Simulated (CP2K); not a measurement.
The system is PbSe (Clausthalite).

```
Pb Se
1.0
     4.32841    0.00000    0.00000
     2.16421    3.74852    0.00000
     2.16421    1.24951    3.53413
Pb Se
1 1
Direct
  0.00000 0.00000 0.00000
  0.50000 0.50000 0.50000
```

Base run:

| Item | Value |
| --- | --- |
| Program | CP2K 2026.2 |
| Functional | PBE |
| Potentials or basis | GTH_POTENTIALS Pb GTH-PBE-q4, Se GTH-PBE-q6; DZVP-MOLOPT-SR-GTH basis |
| Density cutoff | 6123 eV |
| k mesh | 8 × 8 × 8 |
| Occupations | fermi-dirac, width 0.05 eV |
| Spin | no spin polarisation |

Its results: band gap on the k mesh 0.32 eV, direct; pressure 2.3 GPa.

Problem. The run is repeated on the same cell with these changes: potentials or basis from GTH_POTENTIALS Pb GTH-PBE-q4, Se GTH-PBE-q6; DZVP-MOLOPT-SR-GTH basis to POTENTIAL_UZH Pb GTH-PBE0-q4, Se GTH-PBE0-q6; DZVP-MOLOPT-SR-GTH basis; potentials from Pb GTH-PBE-q4 of GTH_POTENTIALS, Se GTH-PBE-q6 of GTH_POTENTIALS to Pb GTH-PBE0-q4 of POTENTIAL_UZH, Se GTH-PBE0-q6 of POTENTIAL_UZH. What comes out?

Solution. Band gap on the k mesh 0.23 eV, direct; pressure 2.2 GPa.

Caveats: spin-orbit coupling is left out, which as a rule narrows the gap of such compounds by several tenths of an eV; the basis of atomic orbitals isn't converged, which shifts pressures, moduli and gaps.

A k mesh can miss the band edges.

Not every run made on this cell is shown here.
